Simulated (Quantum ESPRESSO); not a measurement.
K: phonons at P under several settings

```xyz
1
Lattice="-2.6976 2.6976 2.6976 2.6976 -2.6976 2.6976 2.6976 2.6976 -2.6976" Properties=species:S:1:pos:R:3 pbc="T T T"
K     0.0000    0.0000    0.0000
```

All runs used Quantum ESPRESSO 7.5; k mesh 5 × 5 × 5; relaxed cell; no spin polarisation; occupations cold, width 0.2 eV.

| level | potentials | cutoff (eV) | volume (Å³/atom) | frequencies (cm⁻¹) |
| --- | --- | --- | --- | --- |
| LDA | PseudoDojo 0.4.1 SR LDA standard | 980 | 63.90 | 92 92 92 |
| PBE | PseudoDojo 0.4.1 SR PBE standard | 1007 | 73.56 | 83 83 83 |
| PBEsol | PseudoDojo 0.4.1 SR PBEsol standard | 1007 | 70.72 | 84 84 84 |
| revPBE | PseudoDojo 0.4.1 SR PBE standard | 1007 | 79.39 | 78 78 78 |
| PW91 | PseudoDojo 0.4.1 SR PBE standard | 1007 | ? | ? |
| WC | PseudoDojo 0.4.1 SR PBE standard | 1007 | 72.42 | 83 83 83 |
| vdW-DF-cx | PseudoDojo 0.4.1 SR PBE standard | 1007 | 75.68 | 85 85 85 |

What stands in the row left open?

Volume 73.63 Å³/atom; frequencies 79 79 79 cm⁻¹.

Caveats: the mesh is thin for the phonons of a metal; the q point doesn't lie on the k mesh, which can shift a metal's frequencies strongly unless the mesh is converged; the potentials were made for another functional, which shifts forces and pressure (some runs); the volume moved by over 15 % at a fixed basis, so the end points are rough (some runs).

For the row left open. Caveat: the k mesh is coarse; the mesh is thin for the phonons of a metal; the potentials were made for another functional, which shifts forces and pressure; the q point doesn't lie on the k mesh, which can shift a metal's frequencies strongly unless the mesh is converged.
